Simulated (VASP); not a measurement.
# RbBr (zincblende): one PBE single-point calculation in two programs

```xyz
2
Lattice="0.0000 3.8695 3.8695 3.8695 0.0000 3.8695 3.8695 3.8695 0.0000" Properties=species:S:1:pos:R:3 pbc="T T T"
Rb    0.0000    0.0000    0.0000
Br    1.9347    1.9347    1.9347
```

The two codes use different PAW datasets and cutoffs. VASP's cell holds 16 valence electrons and Ansatz's 16. Ansatz's stress includes a Pulay correction; VASP's doesn't.

Cutoffs: 520 eV in VASP, 420 eV in Ansatz. k meshes: 6×6×6 and 6×6×6.

```tsv
	VASP	Ansatz
gap between bands v and c	4.08 eV	4.07 eV
least direct gap	4.16 eV	4.16 eV
pressure	0.2 GPa	0.2 GPa
```

Band v is the last that the valence electrons fill when counted band by band, and c is the next. Levels in eV from the top of v, Ansatz:

```csv
point,v−1,v,c,c+1
Γ,-0.09,-0.09,4.07,8.16
X,0.00,0.00,5.92,6.73
K,-0.08,-0.01,6.06,6.78
L,-0.04,-0.04,6.27,6.48
W,-0.14,0.00,6.05,6.72
```

VASP:

```csv
point,v−1,v,c,c+1
Γ,-0.09,-0.09,4.08,8.16
X,0.00,0.00,5.92,6.73
K,-0.08,-0.01,6.05,6.78
L,-0.04,-0.04,6.27,6.48
W,-0.14,0.00,6.05,6.72
```
